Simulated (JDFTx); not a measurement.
# GaP (F-43m) in JDFTx: a series of runs

The runs below take GaP through single point, with LDA, PBEsol, r2SCAN.

All numbers are computed with JDFTx 1.7.0 (patched build); they aren't measurements. Logs are shortened: lines on timing, memory, paths and dates and some standing lists are left out, and cuts for length are marked. The log counts tension as positive stress, the text compression.

**The experiment to reproduce.**

“Stacking defects in GaP nanowires: Electronic structure and optical properties”, 2018, arxiv:1810.01194 quotes, for a bulk crystal of GaP at 10 K: band gap 2.34 eV (indirect).

How close the calculation comes is told below.

## Step 1: The crystal as given

Symmetry: F-43m, No. 216, cubic system. The conventional cell has a = 5.451 Å, b = 5.451 Å, c = 5.451 Å, α = 90.00°, β = 90.00°, γ = 90.00°. Ga (site symmetry -43m) has 4 P at 2.36 Å as nearest neighbours. P (site symmetry -43m) has 4 Ga at 2.36 Å as nearest neighbours.

## Step 2: Single point, LDA

GaP.in

```
lattice \
    0.0000000000     5.1499761211     5.1499761211 \
    5.1499761211     0.0000000000     5.1499761211 \
    5.1499761211     5.1499761211     0.0000000000
coords-type Cartesian
ion Ga     0.0000000000     0.0000000000     0.0000000000 1
ion P      7.7249641817     7.7249641817     7.7249641817 1

ion-species pseudo/Ga.upf
ion-species pseudo/P.upf
elec-cutoff 40 320
elec-ex-corr lda-PW
kpoint-folding 4 4 4
elec-smearing Fermi 0.0018374661
elec-n-bands 15
electronic-SCF nIterations 100 energyDiffThreshold 1e-09
electronic-minimize nIterations 30 energyDiffThreshold 1e-7
converge-empty-states yes
forces-output-coords Cartesian

dump-name run.$VAR
dump End Ecomponents EigStats BandEigs Kpoints Forces Stress ElecDensity KEdensity
```

Potentials or basis: SG15-PBE-1.2 with smoothed tails.

The run is started by

```bash
$ jdftx -c 1 -i GaP.in -o GaP.out
```

The program printed:

```text
*************** JDFTx 1.7.0 (patched build) ***************

Input parsed successfully to the following command list (including defaults):
[... the input with its defaults ...]

---------- Setting up symmetries ----------

Found 48 point-group symmetries of the bravais lattice
Found 24 space-group symmetries with basis
Applied RMS atom displacement 4.33008e-11 bohrs to make symmetries exact.

---------- Initializing the Grid ----------
R =
[            0      5.14998      5.14998  ]
[      5.14998            0      5.14998  ]
[      5.14998      5.14998            0  ]
unit cell volume = 273.178
G =
[  -0.610021   0.610021   0.610021  ]
[   0.610021  -0.610021   0.610021  ]
[   0.610021   0.610021  -0.610021  ]
Minimum fftbox size, Smin = [  60  60  60  ]
Chosen fftbox size, S = [  60  60  60  ]

---------- Initializing tighter grid for wavefunction operations ----------
R =
[            0      5.14998      5.14998  ]
[      5.14998            0      5.14998  ]
[      5.14998      5.14998            0  ]
unit cell volume = 273.178
G =
[  -0.610021   0.610021   0.610021  ]
[   0.610021  -0.610021   0.610021  ]
[   0.610021   0.610021  -0.610021  ]
Minimum fftbox size, Smin = [  44  44  44  ]
Chosen fftbox size, S = [  48  48  48  ]

---------- Exchange Correlation functional ----------
Initalized Slater LDA exchange.
Initalized Perdew-Wang LDA correlation.

---------- Setting up pseudopotentials ----------
Width of ionic core gaussian charges (only for fluid interactions / plotting) set to 0

Reading pseudopotential file 'pseudo/Ga.upf':
  'Ga' pseudopotential, 'PBE' functional
  WARNING: this pseudopotential is for another kind of functional than that of the calculation, 'lda-PW'.
  Generated using ONCVPSP code by D. R. Hamann
  13 valence electrons, 0 orbitals, 6 projectors, 602 radial grid points, with lMax = 2
  Core radius for overlap checks: 2.11 bohrs.

Reading pseudopotential file 'pseudo/P.upf':
  'P' pseudopotential, 'PBE' functional
  WARNING: this pseudopotential is for another kind of functional than that of the calculation, 'lda-PW'.
  Generated using ONCVPSP code by D. R. Hamann
  5 valence electrons, 0 orbitals, 4 projectors, 602 radial grid points, with lMax = 1
  Core radius for overlap checks: 1.79 bohrs.

Initialized 2 species with 2 total atoms.

Folded 1 k-points by 4x4x4 to 64 k-points.

---------- Setting up k-points, bands, fillings ----------
Adding inversion symmetry to k-mesh for non-inversion-symmetric unit cell.
Reduced to 8 k-points under symmetry.
Computing the number of bands and number of electrons
Calculating initial fillings.
nElectrons:  18.000000   nBands: 15   nStates: 8

----- Setting up reduced wavefunction bases (one per k-point) -----
average nbasis = 3302.734 , ideal nbasis = 3300.879

---------- Setting up ewald sum ----------
Optimum gaussian width for ewald sums = 2.339030 bohr.
Real space sum over 1331 unit cells with max indices [  5  5  5  ]
Reciprocal space sum over 2197 terms with max indices [  6  6  6  ]

---------- Allocating electronic variables ----------
Initializing wave functions:  (No orbitals for LCAO)  bandwidth-limited random numbers

Setting the auxilliary hamiltonian equal to the subspace hamiltonian.

-------- Electronic minimization -----------
Will mix electronic density at each iteration.
	FillingsUpdate:  mu: +0.902666086  nElectrons: 18.000000
	FillingsUpdate:  mu: -0.178151909  nElectrons: 18.000000
SCF: Cycle:  0   F: -51.482622460692248   dF: -1.158e+01   |Residual|: 2.609e+00   |deigs|: 1.452e+00
	FillingsUpdate:  mu: -0.196264013  nElectrons: 18.000000
SCF: Cycle:  1   F: -59.044135861544540   dF: -7.562e+00   |Residual|: 2.906e+00   |deigs|: 5.831e-01
	FillingsUpdate:  mu: -0.200000000  nElectrons: 18.000000
SCF: Cycle:  2   F: -62.245838503447338   dF: -3.202e+00   |Residual|: 3.244e+00   |deigs|: 2.090e-01
	FillingsUpdate:  mu: -0.187270681  nElectrons: 18.000000
SCF: Cycle:  3   F: -58.897496189012074   dF: +3.348e+00   |Residual|: 3.582e+00   |deigs|: 1.934e-01
	FillingsUpdate:  mu: -0.033365216  nElectrons: 18.000000
SCF: Cycle:  4   F: -65.083726488102272   dF: -6.186e+00   |Residual|: 5.472e+00   |deigs|: 3.610e-01
	FillingsUpdate:  mu: -0.359935579  nElectrons: 18.000000
SCF: Cycle:  5   F: -18.558140641593695   dF: +4.653e+01   |Residual|: 1.186e+01   |deigs|: 9.827e-01
	FillingsUpdate:  mu: -0.395856396  nElectrons: 18.000000
SCF: Cycle:  6   F: -1.002465023404057   dF: +1.756e+01   |Residual|: 1.330e+01   |deigs|: 2.604e-01
	FillingsUpdate:  mu: -0.605088098  nElectrons: 18.000000
SCF: Cycle:  7   F: +38.643702049166748   dF: +3.965e+01   |Residual|: 1.963e+01   |deigs|: 2.130e+00
	FillingsUpdate:  mu: -0.366147997  nElectrons: 18.000000
SCF: Cycle:  8   F: +32.325992031255510   dF: -6.318e+00   |Residual|: 1.800e+01   |deigs|: 1.074e+00
	FillingsUpdate:  mu: +0.757005892  nElectrons: 18.000000
SCF: Cycle:  9   F: -32.552437440444109   dF: -6.488e+01   |Residual|: 6.029e+00   |deigs|: 3.825e+00
	FillingsUpdate:  mu: +0.623908838  nElectrons: 18.000000
SCF: Cycle: 10   F: -36.799772475974386   dF: -4.247e+00   |Residual|: 6.013e+00   |deigs|: 3.333e-01
	FillingsUpdate:  mu: +0.583592900  nElectrons: 18.000000
SCF: Cycle: 11   F: -34.768527534210868   dF: +2.031e+00   |Residual|: 5.319e+00   |deigs|: 3.505e-02
	FillingsUpdate:  mu: +0.571860937  nElectrons: 18.000000
SCF: Cycle: 12   F: -35.927090888392215   dF: -1.159e+00   |Residual|: 4.170e+00   |deigs|: 2.719e-02
	FillingsUpdate:  mu: +0.119687338  nElectrons: 18.000000
SCF: Cycle: 13   F: -64.850907666120747   dF: -2.892e+01   |Residual|: 1.914e+00   |deigs|: 5.527e-01
	FillingsUpdate:  mu: +0.155427529  nElectrons: 18.000000
SCF: Cycle: 14   F: -70.454205477921747   dF: -5.603e+00   |Residual|: 1.432e+00   |deigs|: 2.720e-01
	FillingsUpdate:  mu: +0.251356269  nElectrons: 18.000000
SCF: Cycle: 15   F: -71.837280500889335   dF: -1.383e+00   |Residual|: 8.559e-01   |deigs|: 3.621e-01
	FillingsUpdate:  mu: +0.203076966  nElectrons: 18.000000
SCF: Cycle: 16   F: -71.704902309357735   dF: +1.324e-01   |Residual|: 8.767e-01   |deigs|: 1.656e-01
	FillingsUpdate:  mu: +0.194277646  nElectrons: 18.000000
SCF: Cycle: 17   F: -71.433882945087404   dF: +2.710e-01   |Residual|: 1.380e+00   |deigs|: 9.663e-02
	FillingsUpdate:  mu: +0.231183988  nElectrons: 18.000000
SCF: Cycle: 18   F: -70.823669242228348   dF: +6.102e-01   |Residual|: 2.534e+00   |deigs|: 5.226e-01
	FillingsUpdate:  mu: +0.019444675  nElectrons: 18.000000
SCF: Cycle: 19   F: -69.773430250088055   dF: +1.050e+00   |Residual|: 1.539e+00   |deigs|: 8.387e-01
	FillingsUpdate:  mu: +0.057215244  nElectrons: 18.000000
SCF: Cycle: 20   F: -69.462814572466215   dF: +3.106e-01   |Residual|: 1.820e+00   |deigs|: 5.790e-02
	FillingsUpdate:  mu: -0.000000000  nElectrons: 18.000000
SCF: Cycle: 21   F: -66.715521974094102   dF: +2.747e+00   |Residual|: 2.106e+00   |deigs|: 3.455e-01
	FillingsUpdate:  mu: +0.068684322  nElectrons: 18.000000
SCF: Cycle: 22   F: -67.185988352552130   dF: -4.705e-01   |Residual|: 2.402e+00   |deigs|: 4.603e-02
	FillingsUpdate:  mu: +0.305811649  nElectrons: 18.000000
SCF: Cycle: 23   F: -71.596730014026406   dF: -4.411e+00   |Residual|: 1.900e+00   |deigs|: 1.126e+00
	FillingsUpdate:  mu: +0.276627556  nElectrons: 18.000000
SCF: Cycle: 24   F: -71.828099492964569   dF: -2.314e-01   |Residual|: 6.902e-01   |deigs|: 1.445e-01
	FillingsUpdate:  mu: +0.287764826  nElectrons: 18.000000
SCF: Cycle: 25   F: -71.897420598165041   dF: -6.932e-02   |Residual|: 7.486e-01   |deigs|: 5.110e-02
	FillingsUpdate:  mu: +0.298517703  nElectrons: 18.000000
SCF: Cycle: 26   F: -71.972964277231540   dF: -7.554e-02   |Residual|: 4.631e-01   |deigs|: 2.874e-02
	FillingsUpdate:  mu: +0.304020383  nElectrons: 18.000000
SCF: Cycle: 27   F: -72.010789911294637   dF: -3.783e-02   |Residual|: 1.499e-01   |deigs|: 2.987e-02
	FillingsUpdate:  mu: +0.302998209  nElectrons: 18.000000
SCF: Cycle: 28   F: -72.019553314698925   dF: -8.763e-03   |Residual|: 4.807e-02   |deigs|: 1.811e-02
	FillingsUpdate:  mu: +0.305536575  nElectrons: 18.000000
SCF: Cycle: 29   F: -72.019944752912195   dF: -3.914e-04   |Residual|: 3.280e-02   |deigs|: 1.920e-03
	FillingsUpdate:  mu: +0.304426875  nElectrons: 18.000000
SCF: Cycle: 30   F: -72.020177873244862   dF: -2.331e-04   |Residual|: 5.036e-03   |deigs|: 2.152e-03
	FillingsUpdate:  mu: +0.304258305  nElectrons: 18.000000
SCF: Cycle: 31   F: -72.020185675212915   dF: -7.802e-06   |Residual|: 9.458e-04   |deigs|: 3.035e-04
	FillingsUpdate:  mu: +0.304292944  nElectrons: 18.000000
SCF: Cycle: 32   F: -72.020186937369473   dF: -1.262e-06   |Residual|: 9.106e-04   |deigs|: 3.547e-04
	FillingsUpdate:  mu: +0.304250852  nElectrons: 18.000000
SCF: Cycle: 33   F: -72.020187283595675   dF: -3.462e-07   |Residual|: 7.012e-05   |deigs|: 4.694e-05
	FillingsUpdate:  mu: +0.304257771  nElectrons: 18.000000
SCF: Cycle: 34   F: -72.020187314989727   dF: -3.139e-08   |Residual|: 5.909e-05   |deigs|: 8.350e-06
	FillingsUpdate:  mu: +0.304256165  nElectrons: 18.000000
SCF: Cycle: 35   F: -72.020187323676709   dF: -8.687e-09   |Residual|: 3.589e-05   |deigs|: 7.996e-06
	FillingsUpdate:  mu: +0.304259078  nElectrons: 18.000000
SCF: Cycle: 36   F: -72.020187327057968   dF: -3.381e-09   |Residual|: 1.072e-05   |deigs|: 1.258e-05
	FillingsUpdate:  mu: +0.304257886  nElectrons: 18.000000
SCF: Cycle: 37   F: -72.020187327831025   dF: -7.731e-10   |Residual|: 4.680e-06   |deigs|: 3.185e-06
	FillingsUpdate:  mu: +0.304257945  nElectrons: 18.000000
SCF: Cycle: 38   F: -72.020187328210881   dF: -3.799e-10   |Residual|: 1.589e-06   |deigs|: 1.807e-06
SCF: Converged (|Delta E|<1.000000e-09 for 2 iters).

Setting wave functions to eigenvectors of Hamiltonian
Converging empty states (this may take a while): |deigs|: 1.744e-06

# Stress tensor in Cartesian coordinates [Eh/a0^3]:
[  6.81301e-05            0            0  ]
[            0  6.81301e-05            0  ]
[            0            0  6.81301e-05  ]

# Ionic positions in cartesian coordinates:
ion Ga   0.000000000025000   0.000000000025000   0.000000000025000 1
ion P   7.724964181674999   7.724964181674999   7.724964181674999 1

# Forces in Cartesian coordinates:
force Ga  -0.000000000000000   0.000000000000000  -0.000000000000000 1
force P  -0.000000000000000   0.000000000000000   0.000000000000000 1

# Energy components:
   Eewald =      -48.2388119437273133
       EH =       25.3231022960703100
     Eloc =      -60.2720162320235033
      Enl =      -41.0508929803627893
      Exc =      -10.4388721912644886
       KE =       62.6573037287292607
-------------------------------------
     Etot =      -72.0201873225785221
       TS =        0.0000000056323537
-------------------------------------
        F =      -72.0201873282108807

IonicMinimize: Iter:   0  F: -72.020187328210881  |grad|_K:       -nan
IonicMinimize: None of the convergence criteria satisfied after 0 iterations.

Dumping 'run.eigStats' ...
	eMin: -0.248747 at state 6 ( [ +0.000000 +0.500000 +0.500000 ] spin 0 )
	HOMO: +0.279004 at state 0 ( [ +0.000000 +0.000000 +0.000000 ] spin 0 )
	mu  : +0.304258
	LUMO: +0.331027 at state 2 ( [ +0.000000 +0.000000 +0.500000 ] spin 0 )
	eMax: +0.750247 at state 6 ( [ +0.000000 +0.500000 +0.500000 ] spin 0 )
	HOMO-LUMO gap: +0.052023
	Optical gap  : +0.057541 at state 0 ( [ +0.000000 +0.000000 +0.000000 ] spin 0 )
Done!
[note: mu as printed may lie anywhere between the filled and the empty levels]
```

Wall time 46 s (1 thread of Intel Xeon Platinum 8488C (Sapphire Rapids), shared host); peak memory 0.11 GiB.

What came out:

| Quantity | Value |
| --- | --- |
| Free energy | -1959.7691 eV |
| Pressure | -2.0 GPa |
| Band gap on the k mesh | 1.42 eV, indirect (least direct gap 1.57 eV) |

Levels at points of the mesh, in eV from the valence-band top:
| k point | band 7 | band 8 | band 9 | band 10 | band 11 | band 12 |
| --- | --- | --- | --- | --- | --- | --- |
| (0.00, 0.00, 0.00) | 0.00 | 0.00 | 0.00 | 1.57 | 3.67 | 3.67 |
| (0.00, 0.00, 0.50) | -6.83 | -1.17 | -1.17 | 1.42 | 4.54 | 4.54 |
| (0.00, 0.50, 0.50) | -6.99 | -2.77 | -2.77 | 1.42 | 1.58 | 10.39 |

Caveat: the k mesh is coarse (spacing up to 0.50 Å⁻¹), so the values aren't converged; the potentials were made for another functional, which shifts forces and pressure. A k mesh can miss the band edges.

## Step 3: Single point, PBEsol

GaP.in, as its differences from that of step 2:

```diff
@@ -11,3 +11,3 @@
 elec-cutoff 40 320
-elec-ex-corr lda-PW
+elec-ex-corr gga-PBEsol
 kpoint-folding 4 4 4
@@ -21,2 +21,2 @@
 dump-name run.$VAR
-dump End Ecomponents EigStats BandEigs Kpoints Forces Stress ElecDensity KEdensity
+dump End Ecomponents EigStats BandEigs Kpoints Forces Stress ElecDensity
```

Potentials or basis: SG15-PBE-1.2 with smoothed tails.

The run is started by

```bash
$ jdftx -c 1 -i GaP.in -o GaP.out
```

It took 47 s on 1 thread of Intel Xeon Platinum 8488C (Sapphire Rapids), shared host; peak memory 0.11 GiB.

The run converged. Its results:

```
Free energy            : -1962.1098 eV
Pressure               : 0.2 GPa
Band gap on the k mesh : 1.46 eV, indirect (least direct gap 1.72 eV)
```

Levels at points of the mesh, in eV from the valence-band top:
| k point | band 5 | band 6 | band 7 | band 8 | band 9 | band 10 | band 11 | band 12 | band 13 | band 14 |
| --- | --- | --- | --- | --- | --- | --- | --- | --- | --- | --- |
| (0.00, 0.00, 0.00) | -14.30 | -12.55 | 0.00 | 0.00 | 0.00 | 1.72 | 3.77 | 3.77 | 3.77 | 8.51 |
| (0.00, 0.00, 0.50) | -14.29 | -10.44 | -6.74 | -1.14 | -1.14 | 1.54 | 4.59 | 4.59 | 8.05 | 10.72 |
| (0.00, 0.50, 0.50) | -14.27 | -9.52 | -6.86 | -2.74 | -2.74 | 1.46 | 1.67 | 10.51 | 10.51 | 11.08 |

Caveat: the k mesh is coarse (spacing up to 0.50 Å⁻¹), so the values aren't converged; the empty levels aren't tightly converged; the potentials were made for another functional, which shifts forces and pressure. PBEsol gaps usually lie below the measured ones, often by a third to a half.

## Step 4: Single point, r2SCAN

GaP.in, as its differences from that of step 3:

```diff
@@ -11,3 +11,3 @@
 elec-cutoff 40 320
-elec-ex-corr gga-PBEsol
+elec-ex-corr mgga-x-r2scan mgga-c-r2scan
 kpoint-folding 4 4 4
@@ -21,2 +21,2 @@
 dump-name run.$VAR
-dump End Ecomponents EigStats BandEigs Kpoints Forces Stress ElecDensity
+dump End Ecomponents EigStats BandEigs Kpoints Forces Stress ElecDensity KEdensity
```

The run is started by

```bash
$ jdftx -c 1 -i GaP.in -o GaP.out
```

Run time: 1.7 min. Hardware: 1 thread of Intel Xeon Platinum 8488C (Sapphire Rapids), shared host; peak memory 0.17 GiB.

The run converged. Its results:

```yaml
Free_energy: -1950.5193 eV
Pressure: -1.2 GPa
Band_gap_on_the_k_mesh: 1.83 eV, indirect (least direct gap 2.00 eV)
```

Levels at points of the mesh, in eV from the valence-band top:
```csv
k point,band 5,band 6,band 7,band 8,band 9,band 10,band 11,band 12,band 13,band 14
"(0.00, 0.00, 0.00)",-14.30,-13.15,0.00,0.00,0.00,2.00,4.08,4.08,4.08,9.25
"(0.00, 0.00, 0.50)",-14.29,-10.95,-6.97,-1.21,-1.21,1.83,5.03,5.03,8.82,11.53
"(0.00, 0.50, 0.50)",-14.28,-10.01,-7.13,-2.85,-2.85,1.90,2.02,11.17,11.17,11.91
```

Caveat: the k mesh is coarse (spacing up to 0.50 Å⁻¹), so the values aren't converged; the potentials were made for another functional, which shifts forces and pressure. A k mesh can miss the band edges.

## Step 5: Single point, PBEsol

GaP.in

```
lattice \
    0.0000000000     2.7252500000     2.7252500000 \
    2.7252500000     0.0000000000     2.7252500000 \
    2.7252500000     2.7252500000     0.0000000000
latt-scale 1.889726124626 1.889726124626 1.889726124626
coords-type Lattice
ion Ga     0.0000000000     0.0000000000     0.0000000000 1
ion P      0.7500000000     0.7500000000     0.7500000000 1

ion-species pseudo/Ga.upf
ion-species pseudo/P.upf
elec-cutoff 40 320
elec-ex-corr gga-PBEsol
kpoint-folding 8 8 8
elec-smearing Gauss 0.00091873305
elec-n-bands 15
electronic-SCF nIterations 100 energyDiffThreshold 1e-09
electronic-minimize nIterations 30 energyDiffThreshold 1e-7
converge-empty-states yes
forces-output-coords Cartesian

dump-name run.$VAR
dump End Ecomponents EigStats BandEigs Kpoints Forces Stress
```

Potentials or basis: PseudoDojo-SR-PBEsol-0.4.1-standard with smoothed tails.

The run is started by

```bash
$ jdftx -c 1 -i GaP.in -o GaP.out
```

Wall time 53 s (1 thread of Intel Xeon 6975P-C (Granite Rapids), shared host); peak memory 0.13 GiB.

Results (log left out):

- Free energy: -2008.0758 eV
- Pressure: -0.5 GPa
- Band gap on the k mesh: 1.52 eV, indirect (least direct gap 1.74 eV)

Levels at points of the mesh, in eV from the valence-band top:
```
           k point  band 6  band 7  band 8  band 9  band 10  band 11
(0.00, 0.00, 0.00)  -12.52    0.00    0.00    0.00     1.74     3.83
(0.00, 0.00, 0.50)  -10.44   -6.69   -1.13   -1.13     1.58     4.64
(0.00, 0.50, 0.50)   -9.53   -6.80   -2.71   -2.71     1.52     1.72
```

Caveat: the empty levels aren't tightly converged.

## Step 6: Single point, LDA

GaP.in, as its differences from that of step 5:

```diff
@@ -12,5 +12,5 @@
 elec-cutoff 40 320
-elec-ex-corr gga-PBEsol
+elec-ex-corr lda-PW
 kpoint-folding 8 8 8
-elec-smearing Gauss 0.00091873305
+elec-smearing Fermi 0.0018374661
 elec-n-bands 15
@@ -22,2 +22,2 @@
 dump-name run.$VAR
-dump End Ecomponents EigStats BandEigs Kpoints Forces Stress
+dump End Ecomponents EigStats BandEigs Kpoints Forces Stress ElecDensity Dtot KEdensity
```

Potentials or basis: PseudoDojo-SR-LDA-0.4.1-standard with smoothed tails.

The run is started by

```bash
$ jdftx -c 1 -i GaP.in -o GaP.out
```

Wall time 51 s (1 thread of Intel Xeon 6975P-C (Granite Rapids), shared host); peak memory 0.13 GiB.

It converged, with:

```
Free energy            : -2013.9481 eV
Pressure               : -2.9 GPa
Band gap on the k mesh : 1.50 eV, indirect (least direct gap 1.60 eV)
```

Levels at points of the mesh, in eV from the valence-band top:
```csv
k point,band 7,band 8,band 9,band 10,band 11
"(0.00, 0.00, 0.00)",0.00,0.00,0.00,1.60,3.80
"(0.00, 0.00, 0.50)",-6.71,-1.13,-1.13,1.50,4.64
"(0.00, 0.50, 0.50)",-6.85,-2.71,-2.71,1.51,1.69
```

Caveat: the empty levels aren't tightly converged.

## Step 7: Overview

```tsv
level	potentials or basis	k mesh	smearing	mesh quality	gap on the mesh (eV)	pressure (GPa)
LDA	SG15-PBE-1.2 with smoothed tails	4 × 4 × 4	fermi-dirac 0.05 eV	coarse	1.42	-2.0
PBEsol	SG15-PBE-1.2 with smoothed tails	4 × 4 × 4	fermi-dirac 0.05 eV	coarse	1.46	0.2
r2SCAN	SG15-PBE-1.2 with smoothed tails	4 × 4 × 4	fermi-dirac 0.05 eV	coarse	1.83	-1.2
PBEsol	PseudoDojo-SR-PBEsol-0.4.1-standard with smoothed tails	8 × 8 × 8	gaussian 0.05 eV	not flagged	1.52	-0.5
LDA	PseudoDojo-SR-LDA-0.4.1-standard with smoothed tails	8 × 8 × 8	fermi-dirac 0.05 eV	not flagged	1.50	-2.9
```

Alike in all rows: task single point; no spin polarisation; cell as given; cutoff (eV) 1088.

Caveats: some runs use coarse meshes; the potentials were made for another functional, which shifts forces and pressure (some runs); the empty levels aren't tightly converged (some runs).

Absolute energies hang on the potentials; compare differences alone.

## Step 8: How close it comes

Step 5. Against the measured gap of GaP, 2.34 eV (indirect; 10 K; quoted in “Stacking defects in GaP nanowires: Electronic structure and optical properties”, 2018, arxiv:1810.01194), the calculated 1.52 eV is off by -0.82 eV. Spin-orbit coupling on Ga is left out. The value is that of PBEsol on a finite k mesh, which can miss the band edges, without temperature or zero-point motion. Semilocal functionals fall short of measured gaps as a rule.

Step 6. Measured gap of GaP: 2.34 eV (indirect; 10 K; quoted in “Stacking defects in GaP nanowires: Electronic structure and optical properties”, 2018, arxiv:1810.01194). This calculation gives 1.50 eV (-0.84 eV). Spin-orbit coupling on Ga is left out. The value is that of LDA on a finite k mesh, which can miss the band edges, without temperature or zero-point motion. Semilocal functionals fall short of measured gaps as a rule.
